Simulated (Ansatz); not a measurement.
# How far is PAW off for Sr?

```
CELL_PARAMETERS angstrom
4.31000 0.00000 0.00000
-2.15500 3.73257 0.00000
0.00000 0.00000 7.05000
ATOMIC_POSITIONS crystal
Sr 0.36118 0.66667 0.25000
Sr 0.66667 0.33333 0.75000
```

Atom numbers follow the list: Sr1, Sr2.

The conventional cell has a = 4.310 Å, b = 7.050 Å, c = 4.310 Å, α = 90.00°, β = 120.00°, γ = 90.00°. Sr (atom 1) has 12 Sr at 4.26 to 4.38 Å as nearest neighbours.

The cell comes from COD entry 1540836, which wasn't checked; take it as a given geometry. The listed cell was then made from it by scaling, straining or moving an atom.

Levels of theory: DFT, PBE, PAW with Ansatz's default frozen-core files, scalar-relativistic (Ansatz 0.2.0); DFT, PBE, all-electron PAW with datasets made for the crystal, scalar-relativistic (Ansatz 0.2.0); DFT, PBE, all-electron LAPW, scalar-relativistic (Ansatz 0.2.0).

For PAW: a Γ-centred 9×9×5 k mesh, Fermi–Dirac smearing of 0.03 eV, cutoff 420 eV, no spin polarisation. The crystal-made all-electron datasets (AE datasets) take a cutoff of 200 eV at this cell. LAPW targets a basis error of 0.25 meV/atom. The Ansatz runs share mesh, smearing and spin set-up. Plane-wave (PAW) pressures include the program's estimate of the Pulay term.

Stress and pressure are positive in compression.

The change that made this cell: atom 1 (Sr) moved by (0.1200, 0.0000, 0.0000) Å.

| quantity | PAW | AE datasets | LAPW |
| --- | --- | --- | --- |
| pressure (GPa) | -0.25 | -0.25 | -0.25 |
| stress xx (GPa) | -0.30 | -0.30 | -0.30 |
| stress zz (GPa) | -0.16 | -0.16 | -0.16 |
| stress xy (GPa) | -0.15 | -0.15 | -0.15 |
| force on Sr1, x (eV/Å) | -0.037 | -0.037 | -0.037 |

PAW's pressure differs from the LAPW value by about 0.01 GPa or less. Datasets made for the crystal and LAPW share parts of one code, so their agreement isn't an independent check.
